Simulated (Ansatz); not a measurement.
Bulk crystal (TiC) after relaxation:

```
Ti C
1.0
     0.00000    2.14669    2.14669
     2.14669    0.00000    2.14669
     2.14669    2.14669    0.00000
Ti C
1 1
Direct
  0.00000 0.00000 0.00000
  0.50000 0.50000 0.50000
```

Miller indices refer to the conventional cell of Fm-3m (No. 225), a = 4.293 Å, b = 4.293 Å, c = 4.293 Å, α = 90.00°, β = 90.00°, γ = 90.00°.

Consider the (221) slab of 16 planes, 10.7 Å thick with 15 Å of vacuum as cut; outer planes TiC (top) and TiC (bottom), all atoms relaxed.

Theory: Ansatz, DFT PBEsol, scalar-relativistic, plane waves, PAW. Settings: cutoff 420 eV, Γ-centred mesh 11×4×1 on the computed 32-atom cell, Gaussian smearing of 0.10 eV; no spin polarisation. The cell repeats along c with a dipole correction in the vacuum.

Q: Estimate the surface energy (mean of both faces).

A: 4.78 J/m².

Q: Give the work function.

A: 4.03 eV.

Q: The top two planes lie 0.716 Å apart in the bulk. How does relaxation change this?

A: The spacing becomes 0.696 Å (-2.8 %), and the top plane rumples by 0.042 Å.